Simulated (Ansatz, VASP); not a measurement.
**Si2S in VASP and in Ansatz**

```xyz
3
Lattice="3.4877 0.0000 0.0000 0.0000 3.4877 0.0000 0.0000 0.0000 4.9854" Properties=species:S:1:pos:R:3 pbc="T T T"
Si    0.0000    0.0000    0.0000
Si    1.7439    1.7439    2.4927
S     0.0000    0.0000    2.4927
```

Change from the starting cell: ordered vacancies on the anion sites of rock salt (P4/mmm, No. 123).

Alike in both runs: functional PBE; k mesh 14 × 14 × 10; occupations gaussian, width 0.1 eV; no spin polarisation.

Ansatz relaxed the structure, and its values are those at the end. VASP's run is a single point on that final structure, the one shown.

|  | VASP | Ansatz |
| --- | --- | --- |
| version | VASP 6.6.1 | Ansatz 0.2.0 |
| potentials or method | VASP PAW PBE potentials, release 64 (Si, S) | scalar-relativistic, plane waves, PAW |
| plane-wave cutoff (eV) | 520 | 420 |
| valence electrons in the cell | 14 | 14 |

|  | VASP | Ansatz | Ansatz less VASP |
| --- | --- | --- | --- |
| gap on the k mesh at the Fermi level (eV) | none | none | - |
| pressure (GPa) | 0.0 | 0.0 | +0.01 |

A gap of «none» marks a metal or a gap that the smearing closes. With one functional, cell and mesh, what is left measures potentials, basis and numerics.
